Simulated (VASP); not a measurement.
# Cs: restarted molecular dynamics

Cs, I4/mmm (no. 139), 8 atoms in the cell. PBE, molecular dynamics; PAW potentials Cs_sv (PBE set).

Ensemble: NVE; Starting temperature (K): 1600; Restart from: CONTCAR with velocities, WAVECAR read.

## Input

INCAR.step1:
```
SYSTEM = Cs
GGA = PE
PREC = Normal
ENCUT = 220
EDIFF = 1E-6
NELMIN = 4
NELM = 60
ALGO = Fast
LREAL = Auto
LASPH = .TRUE.
ISMEAR = -1
SIGMA = 0.069
ISYM = 0
LWAVE = .TRUE.
LCHARG = .FALSE.
IBRION = 0
NSW = 30
POTIM = 4.0
TEBEG = 1600
ISIF = 2
RANDOM_SEED = 325739 0 0
MDALGO = 1
ANDERSEN_PROB = 0.0
NCORE = 2
```

INCAR.step2, as INCAR.step1 but for:
```
- LWAVE = .TRUE.
+ LWAVE = .FALSE.
```

KPOINTS:
```
k-points
0
Monkhorst-Pack
  1 1 2
```

POSCAR.step1:
```
Cs
1.0
   11.0003018400      0.0000000000      0.0000000000
    0.0000000000     11.0003018400      0.0000000000
    0.0000000000      0.0000000000      8.1944779600
Cs
8
Direct
    0.0000000000      0.0000000000      0.0000000000
    0.0000000000      0.5000000000      0.0000000000
    0.5000000000      0.0000000000      0.0000000000
    0.5000000000      0.5000000000      0.0000000000
    0.2500000000      0.2500000000      0.5000000000
    0.2500000000      0.7500000000      0.5000000000
    0.7500000000      0.2500000000      0.5000000000
    0.7500000000      0.7500000000      0.5000000000
```

Commands (each step's output is kept before the next begins):
```
cat potpaw_PBE.64/Cs_sv/POTCAR > POTCAR
cp INCAR.step1 INCAR
cp POSCAR.step1 POSCAR
mpirun -np 2 vasp_std > vasp.out
cp CONTCAR POSCAR
cp INCAR.step2 INCAR
mpirun -np 2 vasp_std > vasp.out
```

## Result

- Temperature at the end (K): 522.0
- The same without a restart (K): 521.0
- Potential energy at the end (eV/atom): -0.65547
- The same without a restart (eV/atom): -0.65549
- Electronic steps in the first step after the restart: 6

Course of the run:

| Time (fs) | Temperature (K) | Potential energy less the first (meV/atom) |
|---|---|---|
| 4 | 1205 | 0.0 |
| 12 | 1157 | 5.5 |
| 20 | 1107 | 11.1 |
| 32 | 1030 | 19.9 |
| 40 | 977 | 25.9 |
| 48 | 925 | 31.8 |
| 56 | 873 | 37.7 |
| 68 | 796 | 46.3 |
| 76 | 747 | 51.9 |
| 84 | 700 | 57.3 |
| 92 | 655 | 62.4 |
| 104 | 593 | 69.4 |
| 112 | 555 | 73.6 |
| 120 | 522 | 77.4 |

The mean temperature lies below the starting 1600 K, since the atoms start on their sites and part of their kinetic energy turns into potential energy.

REPORT:
```
MDALGO =   1
         ANDERSEN_PROB =  0.00000000
               SCALING =       0
                 CNEXP =     9.000   14.000
           RANDOM_SEED =            325739                0                0

   original number of atomic DOF:         21
   number of independent constraints:      0
   number of active DOF:                  21

========================================
         MD step No.       1
========================================

  >Energies
                    E_tot             E_pot             E_kin               EPS                ES
   e_b>   -0.47726455E+01   -0.58631256E+01    0.10904801E+01    0.00000000E+00    0.00000000E+00

  >Temperature
               T_sim     T_inst
   tmprt>   1600.000   1205.183

  >Thermostat, num. of collisions:                0

           RANDOM_SEED =            325739               48                0

[... steps left out ...]

========================================
         MD step No.      30
========================================

  >Energies
                    E_tot             E_pot             E_kin               EPS                ES
   e_b>   -0.47717048E+01   -0.52437446E+01    0.47203976E+00    0.00000000E+00    0.00000000E+00

  >Temperature
               T_sim     T_inst
   tmprt>   1600.000    521.691

  >Thermostat, num. of collisions:                0

           RANDOM_SEED =            325739             1440                0
```

REPORT.step1:
```
MDALGO =   1
         ANDERSEN_PROB =  0.00000000
               SCALING =       0
                 CNEXP =     9.000   14.000
           RANDOM_SEED =            325739                0                0

   original number of atomic DOF:         21
   number of independent constraints:      0
   number of active DOF:                  21

========================================
         MD step No.       1
========================================

  Atomic velocities initialized by STEP_tb

  >Energies
                    E_tot             E_pot             E_kin               EPS                ES
   e_b>   -0.47719306E+01   -0.62196525E+01    0.14477220E+01    0.00000000E+00    0.00000000E+00

  >Temperature
               T_sim     T_inst
   tmprt>   1600.000   1600.001

  >Thermostat, num. of collisions:                0

           RANDOM_SEED =            325739               96                0

[... steps left out ...]

========================================
         MD step No.      30
========================================

  >Energies
                    E_tot             E_pot             E_kin               EPS                ES
   e_b>   -0.47727001E+01   -0.58847054E+01    0.11120053E+01    0.00000000E+00    0.00000000E+00

  >Temperature
               T_sim     T_inst
   tmprt>   1600.000   1228.972

  >Thermostat, num. of collisions:                0

           RANDOM_SEED =            325739             1488                0
```

OSZICAR:
```
N       E                     dE             d eps       ncg     rms          rms(c)
DAV:   1    -0.586316516686E+01   -0.58632E+01   -0.17968E-02    94   0.271E-01    0.244E-02
RMM:   2    -0.586313249046E+01    0.32676E-04   -0.84247E-05    97   0.353E-02    0.136E-02
RMM:   3    -0.586312514814E+01    0.73423E-05   -0.13931E-04    97   0.304E-02    0.466E-03
RMM:   4    -0.586312536104E+01   -0.21290E-06   -0.21696E-05    85   0.127E-02    0.285E-03
RMM:   5    -0.586312557110E+01   -0.21006E-06   -0.10531E-05    75   0.854E-03    0.971E-04
RMM:   6    -0.586312562409E+01   -0.52984E-07   -0.17545E-06    64   0.479E-03
      1 T=  1205. E= -.47726455E+01 F= -.58631256E+01 E0= -.56599480E+01  EK= 0.10905E+01 SP= 0.00E+00 SK= 0.00E+00
       N       E                     dE             d eps       ncg     rms          rms(c)
DAV:   1    -0.582904910941E+01    0.34076E-01   -0.50197E+00    92   0.788E+00    0.241E-01
RMM:   2    -0.583945344110E+01   -0.10404E-01   -0.11523E-01    98   0.133E+00    0.263E-02
RMM:   3    -0.584104224837E+01   -0.15888E-02   -0.17052E-02    98   0.474E-01    0.716E-02
RMM:   4    -0.584119092071E+01   -0.14867E-03   -0.32919E-03    98   0.182E-01    0.514E-02
[... left out ...]
     28 T=   555. E= -.47717897E+01 F= -.52742765E+01 E0= -.50888072E+01  EK= 0.50249E+00 SP= 0.00E+00 SK= 0.00E+00
     29 T=   538. E= -.47717809E+01 F= -.52586192E+01 E0= -.50734970E+01  EK= 0.48684E+00 SP= 0.00E+00 SK= 0.00E+00
[... last step whole ...]
       N       E                     dE             d eps       ncg     rms          rms(c)
DAV:   1    -0.524372775442E+01    0.14891E-01   -0.49207E-04   156   0.206E+00    0.343E-03
RMM:   2    -0.524374232435E+01   -0.14570E-04   -0.15036E-04    98   0.439E-02    0.223E-03
RMM:   3    -0.524374404415E+01   -0.17198E-05   -0.18798E-05    86   0.148E-02    0.196E-03
RMM:   4    -0.524374455145E+01   -0.50730E-06   -0.49888E-06    69   0.652E-03
     30 T=   522. E= -.47717048E+01 F= -.52437446E+01 E0= -.50589525E+01  EK= 0.47204E+00 SP= 0.00E+00 SK= 0.00E+00
```

OSZICAR.step1:
```
N       E                     dE             d eps       ncg     rms          rms(c)
DAV:   1     0.433716140198E+03    0.43372E+03   -0.17025E+04   102   0.636E+02
DAV:   2     0.568407843541E+02   -0.37688E+03   -0.37326E+03   113   0.171E+02
DAV:   3    -0.465970089487E+01   -0.61500E+02   -0.61244E+02   108   0.713E+01
DAV:   4    -0.617828091714E+01   -0.15186E+01   -0.15101E+01    92   0.138E+01
DAV:   5    -0.620245533575E+01   -0.24174E-01   -0.24115E-01   108   0.149E+00    0.463E-01
RMM:   6    -0.620980968602E+01   -0.73544E-02   -0.95713E-03    86   0.340E-01    0.288E-01
RMM:   7    -0.621864015891E+01   -0.88305E-02   -0.28267E-02    86   0.503E-01    0.920E-02
RMM:   8    -0.621953902755E+01   -0.89887E-03   -0.23785E-03    92   0.152E-01    0.104E-02
RMM:   9    -0.621962308872E+01   -0.84061E-04   -0.68368E-04    97   0.620E-02    0.655E-03
RMM:  10    -0.621964401137E+01   -0.20923E-04   -0.22711E-04    98   0.296E-02    0.409E-03
RMM:  11    -0.621964824198E+01   -0.42306E-05   -0.60949E-05    87   0.144E-02    0.208E-03
RMM:  12    -0.621965061937E+01   -0.23774E-05   -0.14477E-05    69   0.710E-03    0.919E-04
[... left out ...]
     29 T=  1252. E= -.47727329E+01 F= -.59059916E+01 E0= -.57010261E+01  EK= 0.11333E+01 SP= 0.00E+00 SK= 0.00E+00
[... last step whole ...]
       N       E                     dE             d eps       ncg     rms          rms(c)
DAV:   1    -0.588453707557E+01    0.21454E-01   -0.96732E-03   113   0.316E+00    0.125E-02
RMM:   2    -0.588468689642E+01   -0.14982E-03   -0.15154E-03    96   0.144E-01    0.496E-03
RMM:   3    -0.588470099012E+01   -0.14094E-04   -0.14245E-04    97   0.440E-02    0.450E-03
RMM:   4    -0.588470450401E+01   -0.35139E-05   -0.34125E-05    87   0.189E-02    0.401E-03
RMM:   5    -0.588470542653E+01   -0.92252E-06   -0.77746E-06    78   0.888E-03
     30 T=  1229. E= -.47727001E+01 F= -.58847054E+01 E0= -.56806333E+01  EK= 0.11120E+01 SP= 0.00E+00 SK= 0.00E+00
```

Limits: 240 fs of 8 atoms are too short for converged averages.

VASP 6.6.1 took 470 s on 2 cores (AMD EPYC 7R43 (Zen 3)), a shared host.
